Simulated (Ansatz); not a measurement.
Input and command of a plane-wave DFT calculation in Ansatz:

```yaml
crystal:
  lattice:
    - [1.97955, -6.0472, 0.0]
    - [1.97955, 6.0472, 0.0]
    - [0.0, 0.0, 4.0315]
  atoms:
    - { symbol: Ti, position: [0.649, 0.351, 0.0] }
    - { symbol: Ti, position: [0.351, 0.649, 0.0] }
    - { symbol: Al, position: [0.0, 0.0, 0.0] }
    - { symbol: Al, position: [0.824, 0.176, 0.5] }
    - { symbol: Al, position: [0.176, 0.824, 0.5] }
    - { symbol: Al, position: [0.5, 0.5, 0.5] }
basis:
  ecutwfc: 420
kpoints:
  mp_grid: { grid: [10, 10, 10] }
hamiltonian:
  xc: pbesol
scf:
  occupations: { method: cold, width: 0.5 }
output:
  forces: true
  stress: true
  eigenvalues: true
```

```bash
ansatz run input.yaml --threads 1 --pin off --max-ram 2560MiB --backend cpu --events-out ev --progress --plain --runs-dir out
```

Processor: Intel(R) Xeon(R) Platinum 8488C (Sapphire Rapids), 1 thread, on a host shared with other jobs.

Problem. How long does it run, and how much memory does it take?

Solution. About 15 s on 1 thread of Intel(R) Xeon(R) Platinum 8488C (Sapphire Rapids) (shared host), peak memory 0.66 GiB. It solves 24 bands at 186 k points (the mesh reduced by symmetry) with about 1899 plane waves, in 6 SCF iterations.
